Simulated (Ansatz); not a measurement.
## Trial structures of TiCo: starts and ends

The calculation used DFT PBE, scalar-relativistic, plane waves, PAW in Ansatz. All cells share a 420 eV cutoff and Γ-centred k meshes spaced at most about 0.3 Å⁻¹ (about 0.25 or finer for metals, 2π included). Collinear spin in cells that started with moments and kept them past the coarse steps, no spin elsewhere.

Each guess was relaxed in cell and atoms at zero pressure, within the symmetry of its start. All energies are static (0 K, no zero-point motion). Coordination counts all near atoms (those within 1.25 times the shortest distance at each site; a plus sign parts nearer from farther groups).

| guess | made from | start group | V start (Å³/atom) | end group | V end (Å³/atom) | coordination at the end | gap on mesh (eV) | largest moment (μB) | E over the lowest end (meV/atom) |
| --- | --- | --- | --- | --- | --- | --- | --- | --- | --- |
| 1 | a Materials Project cell | Pm-3m | 13.3 | Pm-3m (caesium chloride) | 13.3 | Ti 8+6, Co 8+6 | 0 | 1.0 | 0 |
| 2 | TePb type | Fm-3m | 12.7 | Fm-3m (rock salt) | 14.3 | Ti 6, Co 6 | 0 | - | 482 |
| 3 | random cell | P6/mmm | 12.5 | P6/mmm | 13.9 | Ti 2+6, Co 2+6 | 0 | 0.8 | 777 |
| 4 | random cell | P-6m2 | 13.1 | ? | ? | ? | ? | ? | ? |

Guess 4 as it starts:

```
Ti Co
1.0
     3.41950    0.00000    0.00000
    -1.70975    2.96138    0.00000
     0.00000    0.00000    2.57828
Ti Co
1 1
Cartesian
  0.0000 1.9743 1.2891
  0.0000 0.0000 1.2891
```

Question: Predict the end of this guess and its energy over the lowest end.

Answer: It ends in space group P-6m2 (No. 187), with a = 3.913 Å, c = 2.500 Å, 16.6 Å³/atom and no gap, with moments up to 0.0 μB. It lies 1.01 eV/atom over the lowest end, above guess 3 and so the highest of the set. Counting all near atoms, this end has Ti 3+2, Co 3+2 and the lowest (guess 1) has Ti 8+6, Co 8+6.

```yaml
crystal:
  lattice:
    - [3.91332, 0.00000, 0.00000]
    - [-1.95666, 3.38903, 0.00000]
    - [0.00000, 0.00000, 2.49973]
  atoms:
    - { symbol: Ti, position: [0.33333, 0.66667, 0.50000] }
    - { symbol: Co, position: [0.00000, 0.00000, 0.50000] }
```

Formation energies are uncorrected and refer to the elements' standard structures at the same level.

Question: Is the lowest end bound against the elements?

Answer: Yes: its formation energy is −0.40 eV/atom. A negative formation energy is needed for stability but isn't enough: competing phases decide.

The magnetic state reached may not be the lowest. Trial moments died out on the coarse mesh in Fm-3m; another magnetic start might hold. Cells relaxed within their symmetry can be saddle points. Some candidate types were left out of the draw beforehand, so a known form may be missing.

Caesium chloride is clearly favoured, as expected for TiCo, and it is the only end bound against the elements: the others lie further above it than its 0.40 eV/atom binding. Its eight unlike neighbours allow strong Ti d–Co d hybridisation in a dense metallic packing, helped by some charge transfer towards Co. Rock salt keeps only unlike nearest neighbours but has fewer of them and a looser packing.

Neighbour count alone doesn't order the set, since guess 3 has more near atoms than rock salt yet lies higher; probably many of its contacts join like atoms. In guess 4, each Ti has only three close Co neighbours, while Ti atoms repeat along c at 2.500 Å, well below the spacing in Ti metal. This suggests that squeezed like-atom contacts add to the cost of its open packing.

The moment of 1.0 μB in the lowest end disagrees with the paramagnetism known for ordered, stoichiometric TiCo. A likely cause is that the semilocal functional misses the spin fluctuations that suppress weak itinerant magnetism.
